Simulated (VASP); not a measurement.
A run of VASP 6.6.1:

INCAR

```
PREC = Accurate ; ENCUT = 520
EDIFF = 1E-6 ; ISMEAR = 0
SIGMA = 0.02 ; LREAL = F
LASPH = T ; NELM = 60
ALGO = Normal ; ISIF = 2
LWAVE = F ; LCHARG = T
METAGGA = R2SCAN ; LMIXTAU = T
LELF = T ; LVHAR = T
```

KPOINTS

```
regular mesh
0
Gamma
  6 6 8
```

POSCAR

```
SiO2
1.0
    4.1922600000      0.0000000000      0.0000000000
    0.0000000000      4.1922600000      0.0000000000
    0.0000000000      0.0000000000      2.6825200000
Si O
2 4
Direct
    0.0000000000      0.0000000000      0.0000000000
    0.5000000000      0.5000000000      0.5000000000
    0.3058400000      0.3058400000      0.0000000000
    0.1941600000      0.8058400000      0.5000000000
    0.6941600000      0.6941600000      1.0000000000
    0.8058400000      0.1941600000      0.5000000000
```

Potentials or basis: VASP PAW PBE potentials, release 64 (Si, O).

Launch:

```bash
$ cat potpaw_PBE.64/Si/POTCAR potpaw_PBE.64/O/POTCAR > POTCAR
$ mpirun -np 1 vasp_std > vasp.out
```

Hardware: 1 thread of Intel(R) Xeon(R) Platinum 8259CL CPU @ 2.50GHz (Skylake/Cascade Lake), with other jobs on the host.

Problem. How long does it take, and how much memory?

Solution. It took 100 s on 1 thread of Intel(R) Xeon(R) Platinum 8259CL CPU @ 2.50GHz (Skylake/Cascade Lake), with other jobs on the host, peak memory 0.18 GiB. Counts: scf iterations 17, k points 50.
